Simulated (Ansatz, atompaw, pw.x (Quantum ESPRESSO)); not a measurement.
## silicon: one change to the PAW (atompaw) potential, in the atom and in the fcc crystal

Si, PAW, made with atompaw 4.2.0.5 (LDA (PW92), scalar-relativistic). Core [Ne], reference 3s2 3p2. Waves: 3s (bound): rc 1.95 bohr; 3s channel at 4.3 Ry: rc 1.95 bohr; 3p (bound): rc 1.95 bohr; 3p channel at 0.45 Ry: rc 1.85 bohr; 3d channel at 0.2 Ry: rc 1.65 bohr; 3d channel at 2.85 Ry: rc 1.65 bohr. Local part: bessel scheme, radius 1.55 bohr. Core correction: smooth core density matched at 1.60 bohr. Augmentation charge: sinc compensation charge, radius 1.90 bohr; PAW radius 1.95 bohr; waves and projectors: custom rrkj vanderbiltortho.

Change: all radii scaled by about 1.17 (s 2.28, p 2.28, d 1.92 bohr); local potential bessel scheme, radius 1.80 bohr; augmentation sinc compensation charge, radius 2.22 bohr; PAW radius 2.28 bohr; waves and projectors: custom rrkj vanderbiltortho; core correction smooth core density matched at 1.86 bohr.

Cutoffs, loose and tight: the cutoffs (Ry, on a coarse ladder) from which the occupation-weighted sum of valence levels, in a spherical-Bessel basis at the reference potential, stays within 10 and 1 mRy of its value at 400 Ry. They see the waves, projectors and local potential, not the compensation charge or the core.

Crystal test: fcc Si in pw.x 7.5, no spin, 15³ k-points, Fermi–Dirac smearing 0.01 Ry, cutoffs set for each file from its atomic test. The reference is all-electron LAPW (Ansatz 0.2.0) with the same functional, mesh and smearing; V0 and B0 come from Birch–Murnaghan fits to the pressures at five volumes. Errors are pseudo minus all-electron; Δ is the rms difference of the E(V) curves that follow from these fits, minima aligned, over ±6 % about the mean V0. Mesh and smearing are coarse, so the numbers serve the comparison and aren't converged zero-temperature values; the lattice is a test structure that the element need not adopt.

All-electron: a0 = 3.818 Å (V0 = 13.92 Å³/atom), B0 = 90.0 GPa.

Question: Does the change bring the crystal closer to the all-electron result?

Answer: The mean pressure error goes from +0.07 to +0.19 GPa, so the change moves the solid further from the all-electron pressures.

```csv
quantity,base,changed
outcome (atom),generated,generated
"cutoff, loose (atom)",8 Ry,8 Ry
"cutoff, tight (atom)",15 Ry,12 Ry
bound ghosts (atom),none,none
cutoffs in pw.x (Ry),40/400,40/400
a0 (Å),3.819,3.821
a0 error (%),+0.02,+0.07
B0 error (%),+0.3,+0.2
Δ (meV/atom),0.2,0.6
mean pressure error (GPa),+0.07,+0.19
```

 The atomic cutoffs weigh occupied waves only.
